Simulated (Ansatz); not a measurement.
Cohesion in the molecular crystal CO2

These are results of DFT PBE+D3(BJ), scalar-relativistic, plane waves, PAW (Ansatz), not measurements.

Plane waves to 420 eV, a k mesh through Γ of 4×4×4 on the computed 12-atom cell and Gaussian smearing (0.02 eV); no spin polarisation.

The relaxed primitive cell holds 4 CO2 (symmetry kept; residual pressure 0.01 GPa). Each molecule is also computed alone in a box with 9 Å or more between images, first as cut from the crystal, then relaxed.

Space group Pbcn (No. 60). a = 4.974 Å, b = 6.492 Å, c = 5.996 Å, α = 90.00°, β = 90.00°, γ = 90.00°
```csv
atom,site,symmetry,x,y,z
C,4c,.2.,0.5000,0.8494,0.7500
O,8d,1,0.6953,0.1499,0.1415
```

**Question.** How strongly is the crystal bound?

**Answer.** -0.225 eV (-21.7 kJ/mol) a molecule against the relaxed free molecules, without zero-point or thermal terms. Free molecules keep the site symmetry that they have in the crystal, and one conformer stands for all of a formula. The molecules are strained by 0.000 eV each in the crystal, which takes 48.4 Å³ a molecule. The gap on the mesh is 6.56 eV in the crystal and 7.99 eV between the free molecule's highest filled and lowest empty level.

This form isn't the usual stable structure of the compound.

Cost: 3 runs of about 1.3 core-minutes in all, on Arm Neoverse N1 (shared hosts).